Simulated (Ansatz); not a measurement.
NaCl: vacancy hop by nudged elastic band (Ansatz)

The command:

```bash
ansatz run input.yaml --threads 4 --pin off --max-ram 8192MiB --backend cpu --events-out ev --progress --plain --runs-dir out
```

The input file (Ansatz 0.2.0, plane waves):

```yaml
crystal:
  lattice:
    - [0.0, 5.68051726, 5.68051726]
    - [5.68051726, 0.0, 5.68051726]
    - [5.68051726, 5.68051726, 0.0]
  atoms:
    - { symbol: Na, position: [-0.00523203, 0.00231689, -0.00149744] }
    - { symbol: Cl, position: [0.25323916, 0.25118851, 0.2458642] }
    - { symbol: Na, position: [0.00103361, 0.00160968, 0.4994094] }
    - { symbol: Cl, position: [0.24594942, 0.24982186, 0.75218387] }
    - { symbol: Na, position: [-0.00179214, 0.49526646, 0.00750201] }
    - { symbol: Cl, position: [0.25039754, 0.75349348, 0.24607403] }
    - { symbol: Na, position: [-0.00458538, 0.5001649, 0.49873878] }
    - { symbol: Cl, position: [0.24722939, 0.75317535, 0.74982286] }
    - { symbol: Na, position: [0.49682846, 0.00546098, 0.00379301] }
    - { symbol: Cl, position: [0.75352419, 0.25316823, 0.24468665] }
    - { symbol: Na, position: [0.50207066, -0.0014695, 0.50143538] }
    - { symbol: Cl, position: [0.75407386, 0.24753378, 0.74684994] }
    - { symbol: Na, position: [0.50089276, 0.50294754, 0.00170279] }
    - { symbol: Cl, position: [0.75273308, 0.75101082, 0.24595955] }
    - { symbol: Na, position: [0.49911047, 0.49651397, 0.503272] }
kpoints:
  mp_grid: { grid: [2, 2, 2] }
magnetization:
  spin_polarized: false
scf:
  occupations: { method: gaussian, width: 0.1 }
hamiltonian:
  pseudopotentials: { kind: paw }
  xc: pbe
basis:
  ecutwfc: 420
neb:
  images: 3
  relax_end_points: true
  climbing: true
  f_tol: 0.05
  max_iterations: 40
  order_check: false
  final_atoms:
    - { symbol: Na, position: [-0.00523203, 0.00231689, -0.00149744] }
    - { symbol: Cl, position: [0.25323916, 0.25118851, 0.2458642] }
    - { symbol: Na, position: [0.00103361, 0.00160968, 0.4994094] }
    - { symbol: Cl, position: [0.24594942, 0.24982186, 0.75218387] }
    - { symbol: Na, position: [-0.00179214, 0.49526646, 0.00750201] }
    - { symbol: Cl, position: [0.25039754, 0.75349348, 0.24607403] }
    - { symbol: Na, position: [-0.00458538, 0.5001649, 0.49873878] }
    - { symbol: Cl, position: [0.24722939, 0.75317535, 0.74982286] }
    - { symbol: Na, position: [0.49682846, 0.00546098, 0.00379301] }
    - { symbol: Cl, position: [0.75352419, 0.25316823, 0.24468665] }
    - { symbol: Na, position: [0.50207066, -0.0014695, 0.50143538] }
    - { symbol: Cl, position: [0.75146986, -0.24630443, 0.74861871] }
    - { symbol: Na, position: [0.50089276, 0.50294754, 0.00170279] }
    - { symbol: Cl, position: [0.75273308, 0.75101082, 0.24595955] }
    - { symbol: Na, position: [0.49911047, 0.49651397, 0.503272] }
```

Origin of the cell: a database entry, scaled a little.

The cell is 2×2×2 cells of NaCl with one Cl taken out; atom 12 (Cl) hops into the empty site, 3.97 Å away before the end points are relaxed. All atoms were shaken by about 0.02 Å first.

Output (shortened):

```
Warning: neb: disabling space-group detection — the band's intermediate images generally break the endpoint symmetry, so no spatial operation reduces the k-mesh or symmetrises the density, ex […]
Pseudopotentials: kind: paw
Pseudopotential: Na, paw, valence charge 9, recommended cutoff 420 eV (normal), Na.paw.azcp
Pseudopotential: Cl, paw, valence charge 7, recommended cutoff 420 eV (normal), Cl.paw.azcp
Functional definition: PBE
  exchange = pbe_x(kappa = kappa, mu = beta*pi^2/3)
  correlation = pbe_c(beta = beta)
parallel-image band execution: 3 concurrent image workers
NEB image 0
Crystal: 15 atoms, lattice volume = 366.601 Å³
Basis set: ecut = 420 eV, 7239 PW (Γ), exchange–correlation on 108×108×108 points (8 copies of the dense FFT grid, shifted against one another)
Bands: 76, of which v1, the nominal top of the filled ones, is band 61 counted from 1 (60 counted from 0)
[… 6 lines left out …]
Initial density: superposition of atomic densities (neutral atoms: chi_scale 0, normalization atom), corrected by the library's trained network
Functional: x = pbe(κ = 0.804, μ = 0.219515), c = pbe(β = 0.066725)
SCF iter   1: F=—  HF=-19472.467547 eV  Δρ=2.79e-3  dr2=1.93e-1  defer=3
SCF iter   2: F=—  HF=-19472.414320 eV  Δρ=2.18e-3  dr2=7.16e-2  defer=33
SCF iter   3: F=—  HF=-19472.402894 eV  Δρ=1.20e-3  dr2=1.45e-2  defer=33
[… 6 lines left out …]
SCF iter  10: F=—  HF=-19472.401648 eV  Δρ=9.66e-6  dr2=6.17e-7  defer=62
SCF iter  11: F=—  HF=-19472.401648 eV  Δρ=5.17e-6  dr2=1.85e-7  defer=62
SCF iter  12: F=-19472.401648 eV  HF=-19472.401648 eV  Δρ=2.57e-6  dr2=4.07e-8
NEB iter   1: max|band force component| = 4.010e0 eV/Å  barrier→ = 3.0296 eV  barrier← = 3.0296 eV  Δτ_max = 0.2000 Å  (66 SCF iters)
NEB iter   2: max|band force component| = 1.538e0 eV/Å  barrier→ = 1.4986 eV  barrier← = 1.4986 eV  Δτ_max = 0.1312 Å  (32 SCF iters)
NEB iter   3: max|band force component| = 6.111e-1 eV/Å  barrier→ = 1.0960 eV  barrier← = 1.0960 eV  Δτ_max = 0.0957 Å  (32 SCF iters)
NEB iter   4: max|band force component| = 1.302e-1 eV/Å  barrier→ = 0.9827 eV  barrier← = 0.9827 eV  CI = image 2  Δτ_max = 0.0495 Å  (29 SCF iters)
NEB iter   5: max|band force component| = 2.375e-2 eV/Å  barrier→ = 0.9683 eV  barrier← = 0.9683 eV  CI = image 2  Δτ_max = 0.0168 Å  (26 SCF iters)
NEB iter   6: max|band force component| = 2.586e-2 eV/Å  barrier→ = 0.9664 eV  barrier← = 0.9664 eV  CI = image 2  Δτ_max = 0.0000 Å  (8 SCF iters)
--- NEB band (5 images, 6 band iterations, 193 SCF iterations, 45 more in tests of the images' electronic states and relaxations of end points) ---
  forward barrier  = 0.966390 eV
  backward barrier = 0.966393 eV
  lagrangian_above_aufbau_ev (what the smearing adds, to first order; not taken off the barriers): saddle image -0.007642 eV, end points -0.022483 and -0.022482 eV
  climbing image's point = of an order that was not read
  energies are F+E_penalty+E_count in eV, relative to image 0
  image     s (Å)  Δ vs image 0  max|band force component| (eV/Å)
      0    0.0000      0.000000                                 —
      1    1.0906      0.448584                          2.569e-2
  *   2    2.1891      0.966390                          2.133e-2
      3    3.2875      0.448675                          2.586e-2
      4    4.3779     -0.000003                                 —
```

The converged band:

```
image  path over all atoms (Å)  ΔF (eV)  Cl x     y  z (Å)
    0                     0.00    0.000  5.68  8.52   5.68
    1                     1.09    0.449  5.03  8.52   5.03
    2                     2.19    0.966  4.26  8.52   4.26
    3                     3.29    0.449  3.50  8.52   3.50
    4                     4.38    0.000  2.85  8.52   2.84
```

Relaxed start, forces in eV/Å:

```xyz
15
Lattice="0.000 5.681 5.681 5.681 0.000 5.681 5.681 5.681 0.000" Properties=species:S:1:pos:R:3:forces:R:3 pbc="T T T" image=0
Na    0.002   -0.005    0.003    0.001    0.001    0.000
Cl    2.844    2.838    2.844    0.001    0.000   -0.001
Na    2.843    2.837    0.011    0.000   -0.001    0.000
Cl    5.683    5.677    2.843    0.000    0.001   -0.001
Na    2.843    0.008    2.842    0.000   -0.002    0.002
Cl    5.684    2.836    5.684    0.000    0.001   -0.001
Na    5.675    2.836    2.843    0.000    0.001    0.002
Cl    8.523    5.677    5.683    0.001    0.001    0.000
Na    0.015    2.837    2.843   -0.003    0.000    0.000
Cl    2.842    5.677    5.684    0.001    0.000   -0.001
Na    2.843    5.671    2.842    0.000   -0.002    0.001
Cl    5.683    8.516    5.684    0.002    0.001    0.000
Na    2.845    2.837    5.676   -0.002    0.000    0.000
Cl    5.683    5.677    8.524    0.001    0.000   -0.001
Na    5.683    5.677    5.683    0.000    0.000    0.001
```

Highest image (2), forces in eV/Å:

```xyz
15
Lattice="0.000 5.681 5.681 5.681 0.000 5.681 5.681 5.681 0.000" Properties=species:S:1:pos:R:3:forces:R:3 pbc="T T T" image=2
Na   -0.110   -0.213   -0.111    0.002   -0.008    0.002
Cl    2.947    2.837    2.946    0.010    0.000    0.011
Na    2.509    2.837    0.339    0.021    0.000   -0.021
Cl    5.779    5.623    2.750    0.002    0.005   -0.002
Na    2.959   -0.213    2.958   -0.002   -0.008   -0.002
Cl    5.583    2.837    5.582   -0.011    0.000   -0.010
Na    5.732    2.837    2.797   -0.009    0.000    0.009
Cl    8.431    5.731    5.778   -0.002   -0.006    0.002
Na    0.340    2.837    2.508   -0.021    0.000    0.021
Cl    2.750    5.622    5.778   -0.002    0.006    0.002
Na    2.960    5.887    2.959   -0.002    0.008   -0.002
Cl    4.265    8.516    4.264    0.000    0.000    0.000
Na    2.798    2.837    5.731    0.009    0.000   -0.009
Cl    5.779    5.731    8.430    0.002   -0.005   -0.002
Na    5.570    5.887    5.569    0.002    0.008    0.002
```

Relaxed end, forces in eV/Å:

```xyz
15
Lattice="0.000 5.681 5.681 5.681 0.000 5.681 5.681 5.681 0.000" Properties=species:S:1:pos:R:3:forces:R:3 pbc="T T T" image=4
Na    0.006    0.006    0.005    0.000   -0.001    0.000
Cl    2.845    2.836    2.845    0.002    0.001   -0.001
Na    2.836    2.837    0.004    0.001    0.000    0.001
Cl    5.686    5.676    2.845    0.000    0.001    0.000
Na    2.847   -0.004    2.844   -0.001    0.000    0.002
Cl    5.686    2.838    5.685    0.001    0.000   -0.001
Na    5.686    2.836    2.852    0.000    0.001    0.001
Cl    8.527    5.676    5.685    0.000    0.001   -0.001
Na    0.007    2.836    2.835   -0.002    0.000    0.002
Cl    2.845    5.677    5.685    0.001    0.000   -0.001
Na    2.847    5.677    2.845   -0.001   -0.001    0.001
Cl    2.847    8.516    2.845    0.000    0.001   -0.001
Na    2.857    2.837    5.685   -0.002    0.000   -0.001
Cl    5.686    5.677    8.526    0.000    0.000   -0.002
Na    5.686    5.671    5.685    0.000   -0.001    0.001
```

Barrier of this path: 0.97 eV forwards, 0.97 eV backwards, after 6 band iterations.

Caveats: no moments, though an odd count or open d shells may carry them; the k mesh is coarse if the cell is a metal; a small cell with a neutral vacancy and no spin, whose shape can make like sites unlike; the cell is held at a rescaled volume, and strain moves barriers; the hop was drawn among near neighbours and need not be the easiest path; few images and a loose tolerance, and neither the top nor the ends were tested for their order.

Time: 98 s on 4 threads of Arm Neoverse V1 (shared host), peak memory 1.4 GiB, from the program's own first density.
